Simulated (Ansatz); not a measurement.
Trial structure of ScAl3, not yet relaxed:

```cif
data_structure
_symmetry_space_group_name_H-M 'R-3m:H'
_symmetry_Int_Tables_number 166
_cell_length_a 9.0408
_cell_length_b 9.0408
_cell_length_c 2.7682
_cell_angle_alpha 90.000
_cell_angle_beta 90.000
_cell_angle_gamma 120.000
_cell_volume 195.95
loop_
_atom_site_label
_atom_site_type_symbol
_atom_site_symmetry_multiplicity
_atom_site_Wyckoff_symbol
_atom_site_fract_x
_atom_site_fract_y
_atom_site_fract_z
_atom_site_occupancy
Sc1 Sc 3 b 0.00000 0.00000 0.50000 1
Al1 Al 9 d 0.83333 0.66667 0.16667 1
```

The calculation used DFT PBE, scalar-relativistic, plane waves, PAW (Ansatz). Cutoff 420 eV; k points 6×6×6 on the computed 4-atom cell (Γ-centred); Gaussian smearing, width 0.10 eV; no spin polarisation.

The zero of energy is the elements' standard structures at the same level; no fitted shifts are applied.

Problem. What does a single point on this coarse mesh give?

Solution. The pressure is 8.5 GPa (the mean over three directions, positive in compression), the largest force is 0.00 eV/Å (symmetry fixes the atoms), and the energy is −0.13 eV/atom against the elements. The shortest distance is 2.77 Å.

Problem. Is it a good guess?

Solution. A fair one: relaxing gains under 0.1 eV/atom (the start's value is from the coarse mesh, so the gain is rough) in 9 ionic steps and ends at −0.16 eV/atom on the finer mesh. The symmetry stays R-3m (No. 166). The volume per atom grows by 10.3 %, from 16.3 to 18.0 Å³. The shortest distance goes from 2.77 Å (Sc–Al, Al–Al and Sc–Sc) to 2.85 Å (Al–Al and Sc–Sc). Conventional cell: a = 9.362 Å, c = 2.848 Å. Sc is surrounded by 2 Sc at 2.85 Å, 6 Al at 2.86 Å and 6 Al at 3.30 Å; Al is surrounded by 6 Al at 2.85–2.86 Å, 2 Sc at 2.86 Å, 2 Sc at 3.30 Å and 4 Al at 3.30 Å.

The last run used an 18×18×18 mesh for its 4-atom cell and Gaussian smearing of 0.10 eV. The relaxation can't lower the symmetry of the start, and the grade says only how near the guess is to its own end. Symmetry constrained the relaxation, so the result can be a saddle point. Another cell of ScAl3 relaxed alike, in I4/mmm, lies 201 meV/atom lower, so this cell isn't the stable form at this level.
